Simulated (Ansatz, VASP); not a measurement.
# Two plane-wave programs on SnTe

```
Sn Te
1.0
     3.82589    0.00000    0.00000
     0.00000    3.82589    0.00000
     0.00000    0.00000    3.82589
Sn Te
1 1
Direct
  0.00000 0.00000 0.00000
  0.50000 0.50000 0.50000
```

Measurements of this composition are mostly on another form, of space group No. 225.

Alike in both runs: task single point; functional PBE; dispersion D3(BJ); k mesh 16 × 16 × 16; occupations gaussian, width 0.15 eV; no spin polarisation.

|  | VASP | Ansatz |
| --- | --- | --- |
| version | VASP 6.6.1 | Ansatz 0.2.0 |
| potentials or method | VASP PAW PBE potentials, release 64 (Sn_d, Te) | scalar-relativistic, plane waves, PAW |
| plane-wave cutoff (eV) | 520 | 420 |
| valence electrons in the cell | 20 | 30 |

|  | VASP | Ansatz | Ansatz less VASP |
| --- | --- | --- | --- |
| gap on the k mesh at the Fermi level (eV) | none | none | - |
| pressure (GPa) | -0.3 | -0.2 | +0.08 |

A gap of «none» marks a metal or a gap that the smearing closes. The two sets of potentials don't hold the same shells in valence.

Caveats: pairwise dispersion overbinds metals, which lowers pressure and volume. The runs have no spin-orbit coupling, so splittings on Te are missing.
